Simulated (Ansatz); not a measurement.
## Rh in Ansatz: the effect of functional

Rh:

```xyz
1
Lattice="0.0000 1.9228 1.9228 1.9228 0.0000 1.9228 1.9228 1.9228 0.0000" Properties=species:S:1:pos:R:3 pbc="T T T"
Rh    0.0000    0.0000    0.0000
```

The cell isn't the ideal one: volume scaled by 1.04.

Alike in all runs:

```yaml
Program: Ansatz 0.2.0
Task: single point
Potentials_or_basis: Ansatz PAW
k_mesh: 12 × 12 × 12
Occupations: fermi-dirac, width 0.05 eV
Spin: no spin polarisation
```

Q: One run gave: pressure -9.4 GPa. Which functional did it use?
A. LDA
B. r2SCAN
C. PBE

A: B.

```tsv
functional	cutoff	pressure (GPa)
LDA	420 eV (not typed: the program's choice for these potentials)	-19.3
r2SCAN	500 eV (not typed: the program's choice for these potentials)	-9.4
PBE	420 eV (not typed: the program's choice for these potentials)	-3.2
```

Caveats: the PAW data sets come from PBE, with cores solved anew for the run's functional, which leaves a small shift of forces and pressure (some runs).
